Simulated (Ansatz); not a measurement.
Runs of Ansatz 0.2.0 on CuAu. The structure is trigonal, space group R-3m (No. 166). The conventional cell has a = 2.886 Å, b = 2.886 Å, c = 12.769 Å, α = 90.00°, β = 90.00°, γ = 120.00°. Around Au (site symmetry -3m) lie 6 Cu at 2.70 Å and 6 Au at 2.89 Å. Cu (site symmetry -3m) is surrounded by 6 Au at 2.70 Å and 6 Cu at 2.89 Å. The cell comes from a database or a generator and needn't be the stable form of this composition.

```csv
task,level,spin,cell,k mesh,gap on the mesh (eV),pressure (GPa),relaxed volume (Å³/atom)
single point,PBEsol0,off,as given,6 × 6 × 6,none,-7.1,-
single point,PBE0,off,as given,6 × 6 × 6,none,-1.7,-
relaxation of cell and atoms,PBEsol0,off,relaxed,6 × 6 × 6,none,0.0,(a)
single point,PBE0,"SOC, no magnetisation",as given,5 × 5 × 5,none,(b),-
relaxation of cell and atoms,PBE0,off,relaxed,6 × 6 × 6,none,0.0,15.17
```

Alike in all rows: potentials or basis Ansatz PAW; cutoff (eV) 420; smearing fermi-dirac 0.05 eV; the mesh is coarse, so values aren't converged.

Fill in the values left out.

(a) 14.59; (b) -3.8.

Caveats: all runs use coarse meshes; the PAW data sets come from PBE, with cores solved anew for the run's functional, which leaves a small shift of forces and pressure; the thresholds are loose for stress (some runs); the plane-wave basis is chosen anew once the cell has moved, so the energies of steps on either side of that aren't comparable (some runs).

A k mesh can miss the band edges, and rows without SOC leave out spin-orbit coupling on Au.

A gap of «none» marks a metal or a gap under the smearing width.
